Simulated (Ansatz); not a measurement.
The system is CdF2.

```
Cd F
1.0
     0.00000    2.69400    2.69400
     2.69400    0.00000    2.69400
     2.69400    2.69400    0.00000
Cd F
1 2
Direct
  0.00000 0.00000 0.00000
  0.75000 0.75000 0.75000
  0.25000 0.25000 0.25000
```

Base run:

```yaml
Program: Ansatz 0.2.0
Functional: r2SCAN
Potentials_or_basis: Ansatz PAW
Cutoff: 500 eV
Density_cutoff: 2000 eV
k_mesh: 9 × 9 × 9
Occupations: fermi-dirac, width 0.05 eV
Spin: no spin polarisation
```

Its results: band gap on the k mesh 3.82 eV, indirect (least direct gap 4.31 eV); pressure 0.0 GPa.

Task: The run is repeated on the same cell with these changes: functional from r2SCAN to PBEsol; cutoff from 500 eV to 420 eV; density cutoff from 2000 eV to 1680 eV. What comes out?

Result: Band gap on the k mesh 2.96 eV, indirect (least direct gap 3.42 eV); pressure -0.2 GPa.

r2SCAN gives the wider gap, since meta-GGAs in the generalised Kohn-Sham scheme recover part of the derivative discontinuity.

Caveats: the PAW data sets come from PBE, with cores solved anew for the run's functional, which leaves a small shift of forces and pressure.

Not every run made on this cell is shown here.
